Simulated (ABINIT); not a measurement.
Input of an ABINIT 10.8.3 (patched build) run:

Contents of run.abi:

```
# Pseudopotentials
pp_dirpath "./"
pseudos "Zr.upf, B.upf"

# Structure
acell 5.9904318151 5.9904318151 6.6764023983
rprim
     1.0000000000     0.0000000000     0.0000000000
    -0.5000000000     0.8660254038     0.0000000000
     0.0000000000     0.0000000000     1.0000000000
ntypat 2
znucl 40 5
natom 3
typat 1 2 2
xcart
     0.0000000000     0.0000000000     0.0000000000
     2.9952159078     1.7292887103     3.3382011992
    -0.0000000003     3.4585774212     3.3382011992

# Plane-wave basis
ecut 925.187132 eV

# k points
kptopt 1
ngkpt 8 8 6
nshiftk 1
shiftk 0.0 0.0 0.0

# Exchange and correlation
ixc 7

# Bands and occupations
nband 13
occopt 3
tsmear 0.05 eV

# SCF cycle
nstep 100
tolvrs 1.0e-10

# Output
iomode 3
prtwf 0
prtden 0
prteig 0
prtebands 0
enunit 1
```

Potentials or basis: PseudoDojo NC SR LDA v0.4 stringent.

Launch:

```bash
$ abinit run.abi > log 2>&1
```

(1) Predict the pressure.

(2) What does it give for the band gap on the k mesh?

Results:

(1) -8.9 GPa.

(2) none (metal or under the smearing width).
